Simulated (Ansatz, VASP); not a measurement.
# One calculation of ZnSe (Stilleite), two programs

INCAR

```
SYSTEM = ZnSe
PREC = Accurate ; ENCUT = 600
EDIFF = 1E-7 ; ISMEAR = -1
SIGMA = 0.05 ; LREAL = .False.
LASPH = .True. ; NELM = 100
ALGO = Normal ; ISIF = 3
LWAVE = .False. ; LCHARG = .False.
GGA = RP ; IBRION = 2
NSW = 80 ; EDIFFG = -0.005
```

The input KPOINTS:

```
Automatic mesh
0
Gamma
  8 8 8
  0 0 0
```

The input POSCAR:

```
ZnSe
1.0
    0.0000000000      2.8338000000      2.8338000000
    2.8338000000      0.0000000000      2.8338000000
    2.8338000000      2.8338000000      0.0000000000
Se Zn
1 1
Direct
    0.7500000000      0.7500000000      0.7500000000
    0.0000000000      0.0000000000      0.0000000000
```

The input input.yaml:

```yaml
crystal:
  lattice:
    - [0.0, 2.8338, 2.8338]
    - [2.8338, 0.0, 2.8338]
    - [2.8338, 2.8338, 0.0]
  atoms:
    - { symbol: Se, position: [0.75, 0.75, 0.75] }
    - { symbol: Zn, position: [0.0, 0.0, 0.0] }
kpoints:
  mp_grid: { grid: [8, 8, 8] }
scf:
  occupations: { method: fermi_dirac, width: 0.05 }
hamiltonian:
  xc: rpbe
  pseudopotentials: { kind: all_electron, lapw: { basis_error: 0.001 } }
output:
  forces: true
  stress: true
relax:
  f_tol: 0.005
  max_steps: 60
  cell: {}
```

Alike in both runs: task relaxation of cell and atoms; functional RPBE; k mesh 8 × 8 × 8; occupations fermi-dirac, width 0.05 eV; no spin polarisation.

|  | VASP | Ansatz |
| --- | --- | --- |
| version | VASP 6.6.1 | Ansatz 0.2.0 |
| potentials or method | VASP PAW PBE potentials, release 64 (Se, Zn) | all-electron LAPW, scalar-relativistic |
| plane-wave cutoff (eV) | 600 | see its input |

```tsv
	VASP	Ansatz	Ansatz less VASP
relaxed volume (Å³/atom)	24.56	24.49	-0.064
relaxed cell length with the largest relative difference (Å)	4.111	4.107	-0.0036
energy change over the relaxation (meV/atom)	-24	-22	+1.9
```

Ansatz ran all-electron here, so the differences hold the error of VASP's frozen core and of both bases.

Caveats: the PAW data sets were made with another functional, which shifts forces and pressure a little (VASP). Zero-point motion and thermal expansion aren't in these numbers. RPBE and its kin give volumes clearly too large for solids.
